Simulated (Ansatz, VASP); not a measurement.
**One calculation of KCl, two programs**

Contents of INCAR:

```
  ALGO = Normal
  EDIFF = 1E-6
  ENCUT = 520
  GGA = PE
  ISIF = 2
  ISMEAR = -1
  LASPH = T
  LCHARG = F
  LREAL = F
  LWAVE = F
  NBANDS = 15
  NELM = 80
  PREC = Accurate
  SIGMA = 0.01
```

File KPOINTS:

```
k-points
0
Gamma
  7 7 7
```

Contents of POSCAR:

```
KCl
1.0
    3.6340000000      0.0000000000      0.0000000000
    0.0000000000      3.6340000000      0.0000000000
    0.0000000000      0.0000000000      3.6340000000
K Cl
1 1
Direct
    0.0000000000      0.0000000000      0.0000000000
    0.5389160704      0.5389160704      0.5000000000
```

Input for Ansatz:

```yaml
crystal:
  lattice:
    - [3.634, 0.0, 0.0]
    - [0.0, 3.634, 0.0]
    - [0.0, 0.0, 3.634]
  atoms:
    - { symbol: K, position: [0.0, 0.0, 0.0] }
    - { symbol: Cl, position: [0.5389160704, 0.5389160704, 0.5] }
kpoints:
  mp_grid: { grid: [7, 7, 7] }
scf:
  occupations: { method: fermi_dirac, width: 0.01 }
hamiltonian:
  xc: pbe
  pseudopotentials: { kind: all_electron, lapw: { basis_error: 0.001 } }
output:
  forces: true
  stress: true
  eigenvalues: true
```

Alike in both runs: task single point; functional PBE; k mesh 7 × 7 × 7; occupations fermi-dirac, width 0.01 eV; no spin polarisation.

|  | VASP | Ansatz |
| --- | --- | --- |
| version | VASP 6.6.1 | Ansatz 0.2.0 |
| potentials or method | VASP PAW PBE potentials, release 64 (K_sv, Cl) | all-electron LAPW, scalar-relativistic |
| plane-wave cutoff (eV) | 520 | see its input |

```csv
,VASP,Ansatz,Ansatz less VASP
gap on the k mesh at the Fermi level (eV),5.62,5.62,+0.002
pressure (GPa),5.0,4.9,-0.08
largest component of the traceless stress (GPa),0.51,0.50,-0.010
rms of the force components (eV/Å),0.206,0.202,-0.0040
```

Atom by atom the forces differ by 0.004 eV/Å (rms over components). Ansatz ran all-electron here, so the differences hold the error of VASP's frozen core and of both bases.

Caveats: an odd mesh through Γ misses points on the zone boundary, where band edges often lie.
